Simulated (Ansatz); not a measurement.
**TiPbO3 in Ansatz, settings compared**

The command:

```bash
ansatz run input.yaml --threads 1 --pin off --max-ram 2560MiB --backend cpu --events-out ev --progress --plain --runs-dir out
```

The input file (Ansatz 0.2.0, plane waves):

```yaml
crystal:
  lattice:
    - [3.94770707, 0.0, 3.94770707]
    - [0.0, 3.94770707, 0.0]
    - [3.94770707, 0.0, -3.94770707]
  atoms:
    - { symbol: Pb, position: [0.0, 0.0, 0.0] }
    - { symbol: Pb, position: [0.5, 0.0, 0.5] }
    - { symbol: Ti, position: [0.0, 0.5, 0.5] }
    - { symbol: Ti, position: [0.5, 0.5, 0.0] }
    - { symbol: O, position: [0.25, 0.5, 0.75] }
    - { symbol: O, position: [0.75, 0.5, 0.25] }
    - { symbol: O, position: [0.0, 0.0, 0.5] }
    - { symbol: O, position: [0.5, 0.0, 0.0] }
    - { symbol: O, position: [0.25, 0.5, 0.25] }
    - { symbol: O, position: [0.75, 0.5, 0.75] }
  symmetry: { tolerance: 0.0003 }
kpoints:
  mp_grid: { grid: [3, 5, 3], shift: [0, 0, 0] }
magnetization:
  spin_polarized: false
scf:
  occupations: { method: fermi_dirac }
hamiltonian:
  pseudopotentials: { kind: paw }
  xc: pbe
basis:
  ecutwfc: 420
output:
  forces: true
  stress: true
  eigenvalues: true
```

Origin of the cell: a database entry, scaled a little.

The smearing width isn't typed, so it takes its default of 0.1 eV.

Output of this run (shortened):

```
Pseudopotentials: kind: paw
Pseudopotential: Pb, paw, valence charge 14, recommended cutoff 420 eV (normal), Pb.paw.azcp
Pseudopotential: Ti, paw, valence charge 12, recommended cutoff 420 eV (normal), Ti.paw.azcp
Pseudopotential: O, paw, valence charge 6, recommended cutoff 420 eV (normal), O.paw.azcp
Functional definition: PBE
  exchange = pbe_x(kappa = kappa, mu = beta*pi^2/3)
  correlation = pbe_c(beta = beta)
Crystal: 10 atoms, lattice volume = 123.045 Å³
Basis set: ecut = 420 eV, 2441 PW (Γ), exchange–correlation on 80×54×80 points (8 copies of the dense FFT grid, shifted against one another)
Bands: 54, of which v1, the nominal top of the filled ones, is band 44 counted from 1 (43 counted from 0)
Symmetry: 32 space group operations
Space group: Pm-3m (ITA 221), of the structure as read, at distance tolerance 1.5e-3 Å
[… 7 lines left out …]
Initial density: superposition of atomic densities (neutral atoms: chi_scale 0, normalization atom), corrected by the library's trained network
Functional: x = pbe(κ = 0.804, μ = 0.219515), c = pbe(β = 0.066725)
SCF iter   1: F=—  HF=-32224.660198 eV  Δρ=1.30e-3  dr2=2.52e-3
SCF iter   2: F=—  HF=-32224.660398 eV  Δρ=6.70e-4  dr2=7.91e-4
SCF iter   3: F=—  HF=-32224.660528 eV  Δρ=3.48e-4  dr2=1.28e-4
SCF iter   4: F=—  HF=-32224.660505 eV  Δρ=1.02e-4  dr2=9.94e-6
SCF iter   5: F=—  HF=-32224.659787 eV  Δρ=1.82e-5  dr2=2.32e-7
SCF iter   6: F=-32224.659787 eV  HF=-32224.659787 eV  Δρ=5.20e-6  dr2=2.18e-8
SCF 1 converged in 6 iterations: F = -32224.659787 eV  dr2 = 2.18e-8
SCF converged after 6 iterations
Free energy (F): -32224.659787 eV
Harris-Foulkes:  -32224.659787 eV  (|F-HF|=7.28e-12)
Internal energy: -32224.659716 eV  (E = F + TS)
E sigma→0 (E₀):  -32224.659752 eV
Entropy (-TS):   -0.000071 eV (-0.007 meV/atom)
Fermi energy:    11.423162 eV
--- Per-component energies (eV) ---
  E_band       = -314.632765
  E_kinetic    = 2168.691478
  E_local      = -5126.888347  (includes V_loc(G=0)·N_el)
  E_nonlocal   = 992.800603
  E_hartree    = 1966.840670
  E_xc         = -1085.808362
  E_vxc        = -1081.851976  (∫ρ·V_xc dr)
  E_paw        = -23839.943794  (= ΣΔE_a)
  E_vpaw       = -1201.078488  (= ΣTr[D̂ρ^β])
  E_aug_tail   = 0.014897  (compensation charges beyond the density's cutoff)
  E_ewald      = -7300.366862
  E_smearing   = -0.000071  (= −TS)
  Σ components = -32224.659787   (vs F -32224.659787, Δ=0.00e0)
--- Forces (eV/Å), atoms counted from 1 ---
  atom   1  Pb     0.000000     0.000000     0.000000
  atom   2  Pb     0.000000     0.000000    -0.000000
  atom   3  Ti     0.000000     0.000000     0.000000
[… 2 lines left out …]
  atom   6  O      0.000000     0.000000    -0.000000
  atom   7  O      0.000000    -0.000000    -0.000000
  atom   8  O      0.000000    -0.000000    -0.000000
  atom   9  O     -0.000000     0.000000     0.000000
  atom  10  O      0.000000     0.000000     0.000000
  max |Σ_I F_I| component: 0.0 eV/Å
--- Stress (GPa, compression-positive) ---
        2.475239       0.000000      -0.000000
        0.000000       2.638828      -0.000000
        0.000000       0.000000       2.475239
  P = ⅓ Tr σ = 2.5298 GPa (25.298 kbar)
```

The same input was run again with these changes:

1. `kpoints.mp_grid.shift` [0, 0, 0] → [0.5, 0.5, 0.5]; `scf.convergence.dr2_threshold` default → 1.0e-11
2. `basis.ecutwfc` 420 → "51.4 Ry"; `scf.convergence.dr2_threshold` default → 0.0001
3. `crystal.symmetry` { tolerance: 0.0003 } → { detect: false }; `scf.occupations.method` fermi_dirac → methfessel_paxton; `scf.occupations.width` default → 0.01
4. `hamiltonian.pseudopotentials` { kind: paw } → { kind: nc, accuracy: standard }; `hamiltonian.hubbard` default → { sites: [{ species: Ti, l: d, u_eff: 5.0 }], double_counting: amf }

```csv
run,end,SCF iterations,P (GPa),max force component (eV/Å),moment (μB),ΔE(σ→0) (meV/atom)
base,converged,6,2.53,0.000,–,0
1,converged,9,2.56,0.000,–,-0.26
2,converged,6,2.53,0.000,–,-4.25
3,converged,6,2.53,0.000,–,0.00
4,converged,9,4.08,0.000,–,–
```

Energies are compared only where functional, datasets, charge and starting cell are the same.

Not properties of the system: run 2 (too coarse or loose: `scf.convergence.dr2_threshold` = 0.0001).

Caveats of the base run: no spin-orbit coupling, though heavy elements are present.

Run 2: the SCF threshold is loose for forces.
Run 4: the cutoff lies below the datasets' advice.

The base run ran for 3.8 s on 1 thread of Intel(R) Xeon(R) Platinum 8259CL CPU @ 2.50GHz (Skylake/Cascade Lake) (shared host), peak memory 0.46 GiB, from the program's own first density.
